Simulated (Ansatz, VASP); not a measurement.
# Zr: VASP beside Ansatz

```
Zr
1.0
     0.00000    2.80045    2.80045
     2.80045    0.00000    2.80045
     2.80045    2.80045    0.00000
Zr
2
Cartesian
  -0.7001 -0.7001 -0.7001
  0.7001 0.7001 0.7001
```

Alike in both runs: functional LDA; k mesh 12 × 12 × 12; occupations fermi-dirac, width 0.1 eV; no spin polarisation.

Ansatz relaxed the structure, and its values are those at the end. VASP's run is a single point on that final structure, the one shown.

```csv
,VASP,Ansatz
version,VASP 6.6.1,Ansatz 0.2.0
potentials or method,"VASP PAW LDA potentials, release 64 (Zr_sv), cutoff 520 eV","all-electron LAPW, scalar-relativistic"
```

|  | VASP | Ansatz | Ansatz less VASP |
| --- | --- | --- | --- |
| pressure (GPa) | 15.4 | 15.0 | -0.38 |

Ansatz ran all-electron here, so the differences hold the error of VASP's frozen core and of both bases.

Caveats: so large a pressure means that the cell lies far from this level's equilibrium, or that cutoff or potentials fall short (VASP).
